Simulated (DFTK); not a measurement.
Runs of DFTK 0.8.2 on Ir. It takes space group Fm-3m (No. 225, cubic). Conventional cell: a = 3.831 Å, b = 3.831 Å, c = 3.831 Å, α = 90.00°, β = 90.00°, γ = 90.00°. Ir (site symmetry m-3m) is surrounded by 12 Ir at 2.71 Å. 

```csv
task,level,potentials or basis,k mesh,cutoff (eV),SCF solver,gap on the mesh (eV),pressure (GPa),V0 of scaled cells (Å³/atom),B0 (GPa)
band structure,PBEsol,SG15 1.2 (PBE),12 × 12 × 12,952,-,none,-0.3,-,-
band structure,r2SCAN,"in-house norm-conserving set (r2SCAN, scalar relativistic)",11 × 11 × 11,925,ScfAndersonSolver,none,4.9,-,-
equation of state,PBEsol,SG15 1.2 (PBE),9 × 9 × 9,952,-,-,-,14.04,(b)
equation of state,RPBE,SG15 1.2 (PBE),9 × 9 × 9,952,-,-,-,(a),335
band structure,BJ06,"in-house norm-conserving set (r2SCAN, scalar relativistic)",11 × 11 × 11,925,-,none,-,-,-
```

Alike in all rows: no spin polarisation; cell as given; smearing fermi-dirac 0.05 eV.

Problem. Estimate the missing entries.

Solution. (a) 14.61; (b) 390.

Caveats: the potentials were made for another functional, which shifts forces and pressure (some runs); spin-orbit coupling is left out, which moves the levels of the heavy elements (some runs); the program leaves the constant c of mgga_x_tb09 at 1, so the potential is Becke-Johnson's (BJ06) and not Tran and Blaha's, with levels but no total energy (some runs).

A k mesh can miss the band edges, and the runs leave out spin-orbit coupling on Ir.

A gap of «none» marks a metal or a gap under the smearing width.

Runs at the PBE level aren't shown here.
